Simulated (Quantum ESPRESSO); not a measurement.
**TiAl under changes of volume**

One of the cells (16.653 Å³/atom); the others are scaled copies at fixed shape and fractional positions:

```
Ti Al
1.0
     2.86726    0.00000    0.00000
    -1.43363    2.48312    0.00000
     0.00000    0.00000    4.67808
Ti Al
1 1
Direct
  0.00000 0.00000 0.00000
  0.33333 0.66667 0.50000
```

The cell comes from a database or a generator and needn't be the stable form of this composition.

```yaml
Program: Quantum ESPRESSO 7.5
Functional: LDA
Potentials_or_basis: GBRV 1.5 LDA
Cutoff: 612 eV
Density_cutoff: 4898 eV
k_mesh: 11 × 11 × 6
Occupations: fermi-dirac, width 0.05 eV
Spin: no spin polarisation
```

| volume (Å³/atom) | energy over the lowest point (meV/atom) | pressure (GPa) |
| --- | --- | --- |
| 15.654 | 0.00 | 0.4 |
| 15.987 | 1.78 | -2.0 |
| 16.320 | 8.33 | -4.2 |
| 16.653 | 19.17 | -6.1 |
| 16.986 | 33.89 | -7.9 |
| 17.320 | ? | ? |
| 17.653 | 73.51 | -11.0 |

Question: What does the run at 17.320 Å³/atom give?

Answer: Energy over the lowest point 52.11 meV/atom; pressure -9.5 GPa.

Worked out: A Birch-Murnaghan fit of order 3 (a polynomial in V^(-2/3)) to the other rows has its minimum at 15.70 Å³/atom with B0 = V·E''(V) = 118 GPa and B' = 3.9 at fixed shape and positions, which overstates the stiffness. It gives 52.15 meV/atom at 17.320 Å³/atom, against the run's 52.11, and -dE/dV = -9.5 GPa, against -9.5.

Energies are extrapolated to zero smearing.
